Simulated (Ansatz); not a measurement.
## V: energy along a strain

V, Im-3m, a = 3.026 Å (as given, not relaxed at this level: -4.9 GPa). Ansatz: PBE, PAW, 420 eV, Γ-centred 22×22×22 mesh on 1 atom, Gaussian smearing 0.15 eV; no spin polarisation. Cell vectors (Å): -1.513 1.513 1.513; 1.513 -1.513 1.513; 1.513 1.513 -1.513. The cell is strained by x per cent times the pattern (0 0 0 0 0 1) in the order xx yy zz yz xz xy (engineering shears), with fractional coordinates held. y is the free energy over the start, V0 = 13.854 Å³/atom. Symmetry makes y even in x. Points with a strain past 8.5 % were computed too (4) and aren't used here.

```
x (%) y (meV/atom)
-7.50          4.31
 0.00          0.00
 1.87          0.27
 3.75             ?
 5.62          2.46
```

Fit y = c2 x² + c4 x⁴ to the other rows, get the stiffness along the pattern, and predict the missing energy.

Least squares on the rows shown. y = 0.07938 x² − 4.878×10⁻⁵ x⁴. The clamped-ion stiffness p·C·p = 2 × 0.7938 eV × 160.2 / 13.854 Å³ = 18.4 GPa, which is C66 in these axes (C44 of the cubic crystal) (second derivative at the start, which stands under stress). At x = 3.75 the fit asked for gives 1.11 meV/atom. The run gave 1.09 meV/atom, so the fit is 0.02 meV/atom too high, a small miss on the scale of the series.